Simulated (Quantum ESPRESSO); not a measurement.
# InP (F-43m) in Quantum ESPRESSO: a series of runs

Runs on InP. Level: PBEsol. Tasks: single point, equation of state.

Everything below comes from runs of Quantum ESPRESSO 7.5. Logs are shortened: lines on timing, memory, paths and dates and some standing lists are left out, and cuts for length are marked.

**Experimental background.**

A printed reference work, data compilation reports, for a bulk crystal of InP: bulk modulus 71 GPa.

The results are compared with them further down.

### 1 The crystal as given

Symmetry: F-43m, No. 216, cubic system. The conventional cell has a = 5.861 Å, b = 5.861 Å, c = 5.861 Å, α = 90.00°, β = 90.00°, γ = 90.00°. Around In (site symmetry -43m) lie 4 P at 2.54 Å. P (site symmetry -43m) is surrounded by 4 In at 2.54 Å.

### 2 Single point, PBEsol, 23.66 Å³/atom

pw.in reads:

```
&CONTROL
  calculation = 'scf'
  prefix = 'pwscf'
  outdir = './tmp'
  pseudo_dir = './pseudo'
  tprnfor = .true.
  tstress = .true.
  disk_io = 'nowf'
/
&SYSTEM
  ibrav = 0
  nat = 2
  ntyp = 2
  ecutwfc = 70
  nbnd = 15
  occupations = 'smearing'
  smearing = 'fd'
  degauss = 0.00367493
/
&ELECTRONS
  conv_thr = 4d-10
  electron_maxstep = 120
  mixing_beta = 0.5
/
ATOMIC_SPECIES
In   114.8180 In.upf
P     30.9738 P.upf
CELL_PARAMETERS angstrom
   0.0000000000    2.8706770916    2.8706770916
   2.8706770916    0.0000000000    2.8706770916
   2.8706770916    2.8706770916    0.0000000000
ATOMIC_POSITIONS crystal
In     0.0000000000    0.0000000000    0.0000000000
P      0.7500000000    0.7500000000    0.7500000000
K_POINTS automatic
8 8 8 0 0 0
```

Potentials or basis: PseudoDojo 0.4.1 SR PBEsol standard.

On the command line:

```console
$ OMP_NUM_THREADS=1 pw.x -in pw.in > pw.out
```

pw.out:

```text
This program is part of the open-source Quantum ESPRESSO suite
     for quantum simulation of materials; please cite
[... 9 lines left out ...]
     --------------------
     sticks:   dense  smooth     PW     G-vecs:    dense   smooth      PW
     Sum        1135    1135    337                25125    25125    4015

     Using Slab Decomposition

     bravais-lattice index     =            0
     lattice parameter (alat)  =       7.6718  a.u.
     unit-cell volume          =     319.2858 (a.u.)^3
     number of atoms/cell      =            2
     number of atomic types    =            2
     number of electrons       =        18.00
     number of Kohn-Sham states=           15
     kinetic-energy cutoff     =      70.0000  Ry
     charge density cutoff     =     280.0000  Ry
     scf convergence threshold =      4.0E-10
     mixing beta               =       0.5000
     number of iterations used =            8  plain     mixing
     Exchange-correlation= PBESOL
                           (   1   4  10   8   0   0   0)

     celldm(1)=   7.671817  celldm(2)=   0.000000  celldm(3)=   0.000000
     celldm(4)=   0.000000  celldm(5)=   0.000000  celldm(6)=   0.000000

     crystal axes: (cart. coord. in units of alat)
               a(1) = (   0.000000   0.707107   0.707107 )
               a(2) = (   0.707107   0.000000   0.707107 )
               a(3) = (   0.707107   0.707107   0.000000 )

     reciprocal axes: (cart. coord. in units 2 pi/alat)
               b(1) = ( -0.707107  0.707107  0.707107 )
               b(2) = (  0.707107 -0.707107  0.707107 )
               b(3) = (  0.707107  0.707107 -0.707107 )

     PseudoPot. # 1 for In read from file:
     In.upf
     Pseudo is Norm-conserving + core correction, Zval = 13.0
     Generated using ONCVPSP code by D. R. Hamann
     Using radial grid of 1940 points,  6 beta functions with:
                l(1) =   0
                l(2) =   0
                l(3) =   1
                l(4) =   1
                l(5) =   2
                l(6) =   2

     PseudoPot. # 2 for P  read from file:
     P.upf
     Pseudo is Norm-conserving + core correction, Zval =  5.0
     Generated using ONCVPSP code by D. R. Hamann
     Using radial grid of 1298 points,  6 beta functions with:
                l(1) =   0
                l(2) =   0
                l(3) =   1
                l(4) =   1
                l(5) =   2
                l(6) =   2

     atomic species   valence    mass     pseudopotential
     In               13.00   114.81800     In( 1.00)
     P                 5.00    30.97380     P ( 1.00)

     24 Sym. Ops. (no inversion) found

   Cartesian axes

     site n.     atom                  positions (alat units)
         1        In     tau(   1) = (   0.0000000   0.0000000   0.0000000  )
         2        P      tau(   2) = (   1.0606602   1.0606602   1.0606602  )

     number of k points=    29  Fermi-Dirac smearing, width (Ry)=  0.0037
                       cart. coord. in units 2pi/alat
        k(    1) = (   0.0000000   0.0000000   0.0000000), wk =   0.0039062
        k(    2) = (   0.0883883   0.0883883  -0.0883883), wk =   0.0312500
        k(    3) = (   0.1767767   0.1767767  -0.1767767), wk =   0.0312500
        k(    4) = (   0.2651650   0.2651650  -0.2651650), wk =   0.0312500
        k(    5) = (  -0.3535534  -0.3535534   0.3535534), wk =   0.0156250
        k(    6) = (   0.1767767   0.0000000   0.0000000), wk =   0.0234375
        k(    7) = (   0.2651650   0.0883883  -0.0883883), wk =   0.0937500
        k(    8) = (   0.3535534   0.1767767  -0.1767767), wk =   0.0937500
        k(    9) = (  -0.2651650  -0.4419417   0.4419417), wk =   0.0937500
        k(   10) = (  -0.1767767  -0.3535534   0.3535534), wk =   0.0937500
        k(   11) = (  -0.0883883  -0.2651650   0.2651650), wk =   0.0937500
        k(   12) = (   0.0000000  -0.1767767   0.1767767), wk =   0.0468750
        k(   13) = (   0.3535534   0.0000000   0.0000000), wk =   0.0234375
        k(   14) = (   0.4419417   0.0883883  -0.0883883), wk =   0.0937500
        k(   15) = (  -0.1767767  -0.5303301   0.5303301), wk =   0.0937500
        k(   16) = (  -0.0883883  -0.4419417   0.4419417), wk =   0.0937500
        k(   17) = (   0.0000000  -0.3535534   0.3535534), wk =   0.0468750
        k(   18) = (   0.5303301  -0.0000000   0.0000000), wk =   0.0234375
        k(   19) = (  -0.0883883  -0.6187184   0.6187184), wk =   0.0937500
        k(   20) = (   0.0000000  -0.5303301   0.5303301), wk =   0.0468750
        k(   21) = (  -0.7071068   0.0000000   0.0000000), wk =   0.0117188
        k(   22) = (   0.3535534   0.1767767   0.0000000), wk =   0.0937500
        k(   23) = (  -0.2651650  -0.4419417   0.6187184), wk =   0.1875000
        k(   24) = (  -0.1767767  -0.3535534   0.5303301), wk =   0.0937500
        k(   25) = (  -0.1767767  -0.5303301   0.7071068), wk =   0.0937500
        k(   26) = (  -0.0883883  -0.4419417   0.6187184), wk =   0.1875000
        k(   27) = (   0.0000000  -0.3535534   0.5303301), wk =   0.0937500
        k(   28) = (  -0.7071068   0.1767767  -0.0000000), wk =   0.0468750
        k(   29) = (  -0.7071068   0.3535534   0.0000000), wk =   0.0234375

     Dense  grid:    25125 G-vectors     FFT dimensions: (  45,  45,  45)

     Initial potential from superposition of free atoms

     starting charge      17.9964, renormalised to      18.0000
     Starting wfcs are   13 randomized atomic wfcs +    2 random wfcs

     Self-consistent Calculation

     iteration #  1     ecut=    70.00 Ry     beta= 0.50
     Davidson diagonalization with overlap
     ethr =  1.00E-02,  avg # of iterations =  4.8

     Threshold (ethr) on eigenvalues was too large:
     Diagonalizing with lowered threshold

     Davidson diagonalization with overlap
     ethr =  5.61E-04,  avg # of iterations =  1.7

     total energy              =    -146.44281620 Ry
     estimated scf accuracy    <       0.09883362 Ry

     iteration #  2     ecut=    70.00 Ry     beta= 0.50
     Davidson diagonalization with overlap
     ethr =  5.49E-04,  avg # of iterations =  2.3

     total energy              =    -146.46315118 Ry
     estimated scf accuracy    <       0.00581142 Ry

     iteration #  3     ecut=    70.00 Ry     beta= 0.50
[... 44 lines left out ...]

     total energy              =    -146.46349323 Ry
     estimated scf accuracy    <          5.7E-10 Ry

     iteration # 10     ecut=    70.00 Ry     beta= 0.50
     Davidson diagonalization with overlap
     ethr =  3.19E-12,  avg # of iterations =  1.3

     End of self-consistent calculation

          k = 0.0000 0.0000 0.0000 (  3143 PWs)   bands (ev):

    -6.5036  -6.5036  -6.5036  -6.3173  -6.3173  -4.1276   7.8650   7.8650
     7.8650   8.8107  11.8703  11.8703  11.8703  16.5243  17.3420

          k = 0.0884 0.0884-0.0884 (  3164 PWs)   bands (ev):

    -6.5284  -6.4943  -6.4943  -6.3172  -6.3172  -3.9296   6.2902   7.6542
     7.6542   9.6872  12.0785  12.1742  12.1742  16.6522  16.6523

          k = 0.1768 0.1768-0.1768 (  3167 PWs)   bands (ev):

    -6.5837  -6.4748  -6.4748  -6.3142  -6.3142  -3.3752   4.2465   7.2413
     7.2413   9.7396  12.6176  12.6176  13.2786  16.4269  16.4270

          k = 0.2652 0.2652-0.2652 (  3160 PWs)   bands (ev):

    -6.6342  -6.4603  -6.4603  -6.3058  -6.3058  -2.6191   2.5071   6.9091
     6.9091   9.5064  12.6564  12.6564  14.5934  16.8399  17.4327

          k =-0.3536-0.3536 0.3536 (  3142 PWs)   bands (ev):

    -6.6541  -6.4559  -6.4559  -6.3005  -6.3005  -2.1707   1.7184   6.7869
     6.7869   9.4103  12.5929  12.5929  14.9375  17.5101  18.6123

          k = 0.1768 0.0000 0.0000 (  3163 PWs)   bands (ev):

    -6.5455  -6.4855  -6.4855  -6.3252  -6.3109  -3.8648   6.3322   7.2796
     7.2796  10.2636  11.1853  12.6734  12.6734  15.5850  17.4862

          k = 0.2652 0.0884-0.0884 (  3161 PWs)   bands (ev):

    -6.5897  -6.4687  -6.4647  -6.3309  -6.3047  -3.4302   4.7882   6.8147
     6.8478  10.5989  11.3870  13.2129  13.3126  15.3774  17.3542

          k = 0.3536 0.1768-0.1768 (  3146 PWs)   bands (ev):

    -6.6337  -6.4562  -6.4480  -6.3266  -6.2983  -2.7268   3.0491   6.3118
     6.5219  10.3891  12.1042  13.4150  13.6771  16.5616  17.9279

          k =-0.2652-0.4419 0.4419 (  3158 PWs)   bands (ev):

    -6.6575  -6.4513  -6.4426  -6.3141  -6.2983  -2.1012   1.9075   5.9035
     6.5017  10.2659  12.1765  13.1658  14.9745  17.1336  18.6799

          k =-0.1768-0.3536 0.3536 (  3162 PWs)   bands (ev):

    -6.6498  -6.4521  -6.4472  -6.3093  -6.3059  -2.2600   2.1761   5.7618
     6.7545  10.3185  12.3471  12.9698  14.8272  17.0710  17.5385

          k =-0.0884-0.2652 0.2652 (  3152 PWs)   bands (ev):

    -6.6133  -6.4627  -6.4594  -6.3212  -6.3068  -2.9802   3.5972   5.9644
     7.1919  10.4963  12.5930  12.7675  13.4227  15.8026  17.6472

          k = 0.0000-0.1768 0.1768 (  3160 PWs)   bands (ev):

    -6.5644  -6.4838  -6.4756  -6.3228  -6.3114  -3.6130   5.2417   6.6465
     7.6025  10.3740  11.9804  12.3240  13.0382  15.7528  16.7794

          k = 0.3536 0.0000 0.0000 (  3178 PWs)   bands (ev):

    -6.6309  -6.4405  -6.4405  -6.3480  -6.2955  -3.1329   4.4458   6.2915
     6.2915  10.1723  11.0796  14.3395  14.3395  14.8072  17.8886

          k = 0.4419 0.0884-0.0884 (  3156 PWs)   bands (ev):

    -6.6662  -6.4249  -6.4194  -6.3541  -6.2888  -2.5435   3.2886   5.6273
     5.9595  10.2156  11.2309  14.0888  14.8443  16.5535  18.3828

          k =-0.1768-0.5303 0.5303 (  3168 PWs)   bands (ev):

    -6.6795  -6.4279  -6.4117  -6.3440  -6.2911  -1.8934   2.2329   4.8666
     5.9337  10.3094  12.3220  14.0687  14.5852  17.5504  18.7399

          k =-0.0884-0.4419 0.4419 (  3171 PWs)   bands (ev):

    -6.6703  -6.4378  -6.4176  -6.3265  -6.3054  -1.7757   2.0799   4.4613
     6.2206  10.5529  12.8538  14.1349  14.7783  16.6474  17.1288

          k = 0.0000-0.3536 0.3536 (  3150 PWs)   bands (ev):

    -6.6455  -6.4477  -6.4373  -6.3194  -6.3118  -2.3417   2.8571   4.7285
     6.7231  10.9212  12.9319  13.4941  13.5223  15.9152  18.4572

          k = 0.5303-0.0000 0.0000 (  3162 PWs)   bands (ev):

    -6.7027  -6.3938  -6.3938  -6.3736  -6.2800  -2.1072   2.6927   5.5593
     5.5593   9.5540  10.4045  16.2786  16.2810  16.2810  18.4105

          k =-0.0884-0.6187 0.6187 (  3166 PWs)   bands (ev):

    -6.7136  -6.3944  -6.3839  -6.3699  -6.2799  -1.6009   2.0394   4.9059
     5.4691   9.7589  10.7344  15.8990  16.3934  17.7838  18.8604

          k = 0.0000-0.5303 0.5303 (  3180 PWs)   bands (ev):

    -6.6970  -6.4142  -6.3921  -6.3524  -6.2924  -1.4391   1.9254   4.1921
     5.7157  10.0676  12.3015  15.4756  15.4865  16.3908  17.8155

          k =-0.7071 0.0000 0.0000 (  3138 PWs)   bands (ev):

    -6.7297  -6.3849  -6.3739  -6.3739  -6.2736  -1.4378   1.7683   5.2967
     5.2967   9.3849  10.0060  17.3819  17.7869  17.7869  18.6871

          k = 0.3536 0.1768 0.0000 (  3151 PWs)   bands (ev):

    -6.6292  -6.4512  -6.4432  -6.3375  -6.2986  -2.9159   3.8185   5.6542
     6.6778  11.1866  11.3540  13.0054  14.1287  15.7143  18.1673

          k =-0.2652-0.4419 0.6187 (  3156 PWs)   bands (ev):

    -6.6582  -6.4448  -6.4253  -6.3327  -6.2983  -2.2189   2.5957   5.0522
     6.2492  11.1654  11.9988  13.1291  14.6356  16.5875  18.8838

          k =-0.1768-0.3536 0.5303 (  3152 PWs)   bands (ev):

    -6.6687  -6.4441  -6.4192  -6.3251  -6.3015  -1.8146   1.9581   4.9065
     6.0441  11.1419  11.8964  13.8181  15.1726  16.4091  18.6413

          k =-0.1768-0.5303 0.7071 (  3163 PWs)   bands (ev):

    -6.6888  -6.4171  -6.3994  -6.3571  -6.2870  -1.9667   2.5294   5.0019
     5.5251  10.6041  11.1926  13.9617  16.3069  16.6864  19.4322

          k =-0.0884-0.4419 0.6187 (  3160 PWs)   bands (ev):

    -6.6892  -6.4262  -6.3929  -6.3464  -6.2953  -1.5121   2.0173   4.4066
     5.3519  10.9653  12.3409  13.7154  15.4209  16.9459  19.1878

          k = 0.0000-0.3536 0.5303 (  3144 PWs)   bands (ev):

    -6.6764  -6.4374  -6.4017  -6.3356  -6.3033  -1.6606   2.1739   4.2710
     5.6925  11.3376  12.7066  13.1833  15.4444  16.2907  17.9136

          k =-0.7071 0.1768-0.0000 (  3176 PWs)   bands (ev):

    -6.7116  -6.4000  -6.3859  -6.3610  -6.2839  -1.3851   1.8473   4.9187
     4.9240  10.3839  10.9330  15.6689  15.7381  18.2762  19.2004

          k =-0.7071 0.3536 0.0000 (  3156 PWs)   bands (ev):

    -6.6900  -6.4294  -6.3863  -6.3438  -6.2992  -1.3306   1.9375   4.5922
     4.6084  12.0658  12.4509  13.4906  13.9373  18.4416  19.3167

     the Fermi energy is     8.3677 ev

!    total energy              =    -146.46349323 Ry
     estimated scf accuracy    <          1.4E-10 Ry
     smearing contrib. (-TS)   =      -0.00000004 Ry
     internal energy E=F+TS    =    -146.46349318 Ry

     The total energy is F=E-TS. E is the sum of the following terms:
     one-electron contribution =     -46.79532953 Ry
     hartree contribution      =      35.74333289 Ry
     xc contribution           =     -43.82138170 Ry
     ewald contribution        =     -91.59011484 Ry

     convergence has been achieved in  10 iterations

     Forces acting on atoms (cartesian axes, Ry/au):

     atom    1 type  1   force =    -0.00000000   -0.00000000    0.00000000
     atom    2 type  2   force =     0.00000000   -0.00000000   -0.00000000

     Total force =     0.000000     Total SCF correction =     0.000000

     Computing stress (Cartesian axis) and pressure

          total   stress  (Ry/bohr**3)                   (kbar)     P=       56.73
   0.00038561  -0.00000000   0.00000000           56.73       -0.00        0.00
  -0.00000000   0.00038561   0.00000000           -0.00       56.73        0.00
  -0.00000000   0.00000000   0.00038561           -0.00        0.00       56.73

=------------------------------------------------------------------------------=
   JOB DONE.
=------------------------------------------------------------------------------=
```

Run time: 20 s. Hardware: 1 thread of Intel Xeon Platinum 8488C (Sapphire Rapids), shared host; peak memory 0.08 GiB.

What came out:

| Property | Result |
| --- | --- |
| Free energy | -1992.7373 eV |
| Pressure | 5.7 GPa |
| Band gap on the k mesh | 0.95 eV, direct |

Caveat: spin-orbit coupling is left out, which moves the levels of the heavy elements.

### 3 Single point, PBEsol, 24.16 Å³/atom

Edit pw.in of step 2 so:

```diff
@@ -28,5 +28,5 @@
 CELL_PARAMETERS angstrom
-   0.0000000000    2.8706770916    2.8706770916
-   2.8706770916    0.0000000000    2.8706770916
-   2.8706770916    2.8706770916    0.0000000000
+   0.0000000000    2.8908937935    2.8908937935
+   2.8908937935    0.0000000000    2.8908937935
+   2.8908937935    2.8908937935    0.0000000000
 ATOMIC_POSITIONS crystal
```

Potentials or basis: PseudoDojo 0.4.1 SR PBEsol standard.

On the command line:

```console
$ OMP_NUM_THREADS=1 pw.x -in pw.in > pw.out
```

It took 18 s on 1 thread of Intel Xeon Platinum 8488C (Sapphire Rapids), shared host; peak memory 0.08 GiB.

Results (log left out):

```yaml
Free_energy: -1992.7671 eV
Pressure: 3.8 GPa
Band_gap_on_the_k_mesh: 0.83 eV, direct
```

Caveat: spin-orbit coupling is left out, which moves the levels of the heavy elements.

### 4 Single point, PBEsol, 24.66 Å³/atom

Edit pw.in of step 3 so:

```diff
@@ -28,5 +28,5 @@
 CELL_PARAMETERS angstrom
-   0.0000000000    2.8908937935    2.8908937935
-   2.8908937935    0.0000000000    2.8908937935
-   2.8908937935    2.8908937935    0.0000000000
+   0.0000000000    2.9108316221    2.9108316221
+   2.9108316221    0.0000000000    2.9108316221
+   2.9108316221    2.9108316221    0.0000000000
 ATOMIC_POSITIONS crystal
```

On the command line:

```console
$ OMP_NUM_THREADS=1 pw.x -in pw.in > pw.out
```

Wall time 18 s (1 thread of Intel Xeon Platinum 8488C (Sapphire Rapids), shared host); peak memory 0.08 GiB.

The run converged. Its results:

```yaml
Free_energy: -1992.7859 eV
Pressure: 2.2 GPa
Band_gap_on_the_k_mesh: 0.72 eV, direct
```

Caveat: spin-orbit coupling is left out, which moves the levels of the heavy elements.

### 5 Single point, PBEsol, 25.17 Å³/atom

Edit pw.in of step 4 so:

```diff
@@ -28,5 +28,5 @@
 CELL_PARAMETERS angstrom
-   0.0000000000    2.9108316221    2.9108316221
-   2.9108316221    0.0000000000    2.9108316221
-   2.9108316221    2.9108316221    0.0000000000
+   0.0000000000    2.9305000000    2.9305000000
+   2.9305000000    0.0000000000    2.9305000000
+   2.9305000000    2.9305000000    0.0000000000
 ATOMIC_POSITIONS crystal
```

On the command line:

```console
$ OMP_NUM_THREADS=1 pw.x -in pw.in > pw.out
```

Run time: 18 s. Hardware: 1 thread of Intel Xeon Platinum 8488C (Sapphire Rapids), shared host; peak memory 0.08 GiB.

The run converged. Its results:

| Property | Result |
| --- | --- |
| Free energy | -1992.7949 eV |
| Pressure | 0.7 GPa |
| Band gap on the k mesh | 0.61 eV, direct |

Caveat: spin-orbit coupling is left out, which moves the levels of the heavy elements.

### 6 Single point, PBEsol, 25.67 Å³/atom

Edit pw.in of step 5 so:

```diff
@@ -28,5 +28,5 @@
 CELL_PARAMETERS angstrom
-   0.0000000000    2.9305000000    2.9305000000
-   2.9305000000    0.0000000000    2.9305000000
-   2.9305000000    2.9305000000    0.0000000000
+   0.0000000000    2.9499078504    2.9499078504
+   2.9499078504    0.0000000000    2.9499078504
+   2.9499078504    2.9499078504    0.0000000000
 ATOMIC_POSITIONS crystal
```

Potentials or basis: PseudoDojo 0.4.1 SR PBEsol standard.

On the command line:

```console
$ OMP_NUM_THREADS=1 pw.x -in pw.in > pw.out
```

Wall time 20 s (1 thread of Intel Xeon Platinum 8488C (Sapphire Rapids), shared host); peak memory 0.08 GiB.

Results (log left out):

* Free energy: -1992.7951 eV
* Pressure: -0.6 GPa
* Band gap on the k mesh: 0.51 eV, direct

Caveat: spin-orbit coupling is left out, which moves the levels of the heavy elements.

### 7 Single point, PBEsol, 26.17 Å³/atom

Edit pw.in of step 6 so:

```diff
@@ -28,5 +28,5 @@
 CELL_PARAMETERS angstrom
-   0.0000000000    2.9499078504    2.9499078504
-   2.9499078504    0.0000000000    2.9499078504
-   2.9499078504    2.9499078504    0.0000000000
+   0.0000000000    2.9690636329    2.9690636329
+   2.9690636329    0.0000000000    2.9690636329
+   2.9690636329    2.9690636329    0.0000000000
 ATOMIC_POSITIONS crystal
```

On the command line:

```console
$ OMP_NUM_THREADS=1 pw.x -in pw.in > pw.out
```

It took 20 s on 1 thread of Intel Xeon Platinum 8488C (Sapphire Rapids), shared host; peak memory 0.08 GiB.

It converged, with:

- Free energy: -1992.7874 eV
- Pressure: -1.8 GPa
- Band gap on the k mesh: 0.40 eV, direct

Caveat: spin-orbit coupling is left out, which moves the levels of the heavy elements.

### 8 Single point, PBEsol, 26.68 Å³/atom

Edit pw.in of step 7 so:

```diff
@@ -28,5 +28,5 @@
 CELL_PARAMETERS angstrom
-   0.0000000000    2.9690636329    2.9690636329
-   2.9690636329    0.0000000000    2.9690636329
-   2.9690636329    2.9690636329    0.0000000000
+   0.0000000000    2.9879753761    2.9879753761
+   2.9879753761    0.0000000000    2.9879753761
+   2.9879753761    2.9879753761    0.0000000000
 ATOMIC_POSITIONS crystal
```

On the command line:

```console
$ OMP_NUM_THREADS=1 pw.x -in pw.in > pw.out
```

It took 20 s on 1 thread of Intel Xeon Platinum 8488C (Sapphire Rapids), shared host; peak memory 0.08 GiB.

It converged, with:

* Free energy: -1992.7728 eV
* Pressure: -2.9 GPa
* Band gap on the k mesh: 0.30 eV, direct

Caveat: spin-orbit coupling is left out, which moves the levels of the heavy elements.

### 9 Equation of state, PBEsol

Potentials or basis: PseudoDojo 0.4.1 SR PBEsol standard.

No new run: the results of the series are fitted here.

What came out:

| Quantity | Value |
| --- | --- |
| Equilibrium volume | 25.43 Å³/atom |
| Bulk modulus | 67 GPa |
| Pressure derivative of the bulk modulus | 4.6 |

Energy against volume, from the lowest point:
```tsv
volume (Å³/atom)	energy (meV/atom)
23.657	28.88
24.160	13.99
24.663	4.59
25.167	0.10
25.670	0.00
26.173	3.83
26.677	11.17
```

### 10 Against experiment

Step 9. Against the measured bulk modulus of InP, 71 GPa (a printed reference work, data compilation), the calculated 67 GPa is off by -6.3 %. The fit is for a static lattice scaled at fixed shape and fixed fractional positions.
